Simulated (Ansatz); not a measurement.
Input of an Ansatz 0.2.0 run:

The input input.yaml:

```yaml
crystal:
  lattice:
    - [4.962329544, 0.0, 0.0]
    - [-2.481164772, 4.297503447, 0.0]
    - [0.0, 0.0, 3.08623225]
  atoms:
    - { symbol: Hf, position: [0.0, 0.0, 0.0] }
    - { symbol: Hf, position: [0.3333333333, 0.6666666667, 0.5] }
    - { symbol: Hf, position: [0.6666666667, 0.3333333333, 0.5] }
kpoints:
  mp_grid: { grid: [6, 6, 9] }
  band_path:
    path:
      - [0.0, 0.0, 0.0]
      - [0.5, 0.0, 0.0]
      - [0.3333333333, 0.3333333333, 0.0]
      - [0.0, 0.0, 0.0]
      - [0.0, 0.0, 0.5]
      - [0.5, 0.0, 0.5]
      - [0.3333333333, 0.3333333333, 0.5]
      - [0.0, 0.0, 0.5]
    npoints: 10
scf:
  occupations: { method: fermi_dirac, width: 0.05 }
hamiltonian:
  xc: pbesol
  pseudopotentials: { kind: all_electron, datasets: crystal }
output:
  forces: true
  stress: true
  eigenvalues: true
```

Potentials or basis: all-electron PAW datasets made for the crystal.

The run is started by

```console
$ ansatz run input.yaml --threads 2 --pin off --max-ram 8192MiB --backend cpu --events-out ev --progress --plain --runs-dir out
```

**Question.** Estimate the band gap along the path.

**Answer.** None (metal or under the smearing width).

**Question.** What does it give for the pressure?

**Answer.** -2.7 GPa.

Stress tensor (GPa, compression positive):
```
-2.81  0.00  0.00
 0.00 -2.81  0.00
 0.00  0.00 -2.35
```

Caveat: spin-orbit coupling is left out, which moves the levels of the heavy elements.
